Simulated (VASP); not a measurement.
## Si3C: relaxation of cell and atoms with r2SCAN

Crystal: Si3C.

```
C Si
1.0
     0.00000   -2.48723   -2.48723
    -2.48723    0.00000   -2.48723
     2.48723    2.48723   -4.97446
C Si
1 3
Cartesian
  -1.2436 -1.2436 -6.2181
  1.2436 1.2436 -6.2181
  0.0000 0.0000 -7.4617
  0.0000 0.0000 -2.4872
```

The cell comes from a database or a generator and needn't be the stable form of this composition.

| Property | Result |
| --- | --- |
| Program | VASP 6.6.1 |
| Task | relaxation of cell and atoms |
| Functional | r2SCAN |
| Potentials or basis | VASP PAW PBE potentials, release 64 (C, Si) |
| Cutoff | 600 eV |
| k mesh | 8 × 8 × 8 |
| Occupations | gaussian, width 0.02 eV |
| Spin | no spin polarisation |
| Further INCAR settings | ALGO = Normal; EDIFF = 1e-06; IBRION = 2; EDIFFG = -0.005; NSW = 40; ISIF = 3 |

The relaxed volume is 14.65 Å³/atom. The relaxed cell is a = 3.397 Å, b = 3.397 Å, c = 6.183 Å, α = 74.06°, β = 74.06°, γ = 60.00° and the space group after relaxing (to 0.05 Å) is R3m (No. 160). The energy gained by relaxing is 270.1 meV/atom and the ionic steps are 16. The pressure after relaxing is 0.0 GPa, the largest force after relaxing is 0.004 eV/Å and the band gap on the k mesh is none (metal or under the smearing width).

Forces on the atoms (eV/Å):
```
C   -0.002 -0.002  0.002
Si  -0.002 -0.002  0.002
Si   0.002  0.002 -0.002
Si   0.002  0.002 -0.002
```

The path:
| step | energy change (eV) | largest force (eV/Å) | pressure (GPa) | volume (Å³) |
| --- | --- | --- | --- | --- |
| 1 | 0.0000 | 4.8458 | 3.13 | 61.55 |
| 2 | -0.8458 | 1.1867 | -8.16 | 64.26 |
| 3 | -0.8749 | 1.0714 | -7.04 | 63.83 |
| 4 | -0.9837 | 1.3140 | 3.35 | 58.27 |
| 5 | -1.0215 | 0.4895 | -0.58 | 60.01 |
| 6 | -1.0709 | 0.4020 | 0.75 | 58.85 |
| 7 | -1.0710 | 0.3943 | 0.86 | 58.78 |
| 8 | -1.0771 | 0.1481 | -0.97 | 59.15 |
| 9 | -1.0773 | 0.1023 | -0.61 | 59.07 |
| 10 | -1.0773 | 0.1151 | -0.74 | 59.09 |
| 11 | -1.0793 | 0.1890 | -0.44 | 58.74 |
| 12 | -1.0794 | 0.1526 | -0.50 | 58.81 |
| 13 | -1.0798 | 0.1083 | 0.41 | 58.44 |
| 14 | -1.0804 | 0.0235 | 0.01 | 58.60 |
| 15 | -1.0804 | 0.0256 | 0.00 | 58.60 |
| 16 | -1.0804 | 0.0043 | 0.02 | 58.60 |

Final structure:
```
C Si
1.0
     0.00000   -2.40202   -2.40202
    -2.40202    0.00000   -2.40202
     2.58489    2.58489   -4.98691
C Si
1 3
Direct
  0.87394 0.87394 0.37819
  0.37167 0.37167 0.88498
  0.76545 0.76545 0.70365
  0.23894 0.23894 0.28317
```

Levels at points of the mesh, in eV from the Fermi level:
```csv
k point,band 5,band 6,band 7,band 8,band 9,band 10,band 11,band 12
"(0.00, 0.00, 0.00)",-3.46,-1.93,0.13,0.59,0.59,2.62,3.40,3.40
"(0.50, 0.00, 0.00)",-5.81,-5.17,-4.88,-2.02,0.77,1.87,2.87,5.23
"(0.50, 0.50, 0.00)",-5.00,-4.96,-2.81,-1.54,-0.64,0.69,2.06,3.49
"(0.00, 0.00, 0.50)",-3.45,-3.45,0.30,0.30,1.17,2.74,3.86,3.86
```

Run time: 17 min on 1 thread of Intel(R) Xeon(R) 6975P-C (Granite Rapids) (shared host), peak memory 0.23 GiB.

Caveat: the PAW data sets were made with another functional, which shifts forces and pressure a little.
